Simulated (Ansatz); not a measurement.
Ga2O3 under changes of volume

One of the cells (10.442 Å³/atom); the others are scaled copies at fixed shape and fractional positions:

```
CELL_PARAMETERS angstrom
6.10700 -1.51855 0.00000
6.10700 1.51855 0.00000
-1.38599 0.00000 5.63001
ATOMIC_POSITIONS crystal
Ga 0.34134 0.34134 0.68598
Ga 0.65866 0.65866 0.31402
Ga 0.90950 0.90950 0.20540
Ga 0.09050 0.09050 0.79460
O 0.50410 0.50410 0.74340
O 0.49590 0.49590 0.25660
O 0.82670 0.82670 0.43680
O 0.17330 0.17330 0.56320
O 0.83550 0.83550 0.89020
O 0.16450 0.16450 0.10980
```

```yaml
Program: Ansatz 0.2.0
Functional: PBE
Dispersion: D4
Potentials_or_basis: Ansatz PAW
Cutoff: "420 eV (not typed: the program's choice for these potentials)"
k_mesh: 9 × 9 × 5
Occupations: fermi-dirac, width 0.05 eV
Spin: no spin polarisation
```

| volume (Å³/atom) | energy over the lowest point (meV/atom) | pressure (GPa) | gap on the mesh (eV) | largest force (eV/Å) |
| --- | --- | --- | --- | --- |
| 9.816 | 50.37 | 19.9 | 3.02 | 0.579 |
| 10.025 | 28.10 | 14.3 | 2.82 | 0.443 |
| 10.233 | 12.76 | 9.3 | 2.62 | 0.321 |
| 10.442 | ? | ? | ? | ? |
| 10.651 | 0.00 | 0.8 | 2.26 | 0.124 |
| 10.860 | 1.42 | -2.9 | 2.08 | 0.087 |
| 11.069 | 7.34 | -6.1 | 1.92 | 0.130 |

Task: What does the run at 10.442 Å³/atom give?

Result: Energy over the lowest point 3.58 meV/atom; pressure 4.8 GPa; gap on the mesh 2.44 eV; largest force 0.212 eV/Å.

Worked out: A Birch-Murnaghan fit of order 3 (a polynomial in V^(-2/3)) to the other rows has its minimum at 10.69 Å³/atom with B0 = V·E''(V) = 192 GPa and B' = 4.5 at fixed shape and positions, which overstates the stiffness. It gives 3.59 meV/atom at 10.442 Å³/atom, against the run's 3.58, and -dE/dV = 4.8 GPa, against 4.8. A straight line through the other rows of the gap, of slope -9.17 eV per unit of ln V, gives 2.45 eV, against the run's 2.44.

Energies are extrapolated to zero smearing.

Caveats: odd divisions of the mesh miss points on the zone boundary, where band edges often lie, so the gap on the mesh can be too wide.

A mesh can miss the band edges. Spin-orbit coupling on Ga is left out.
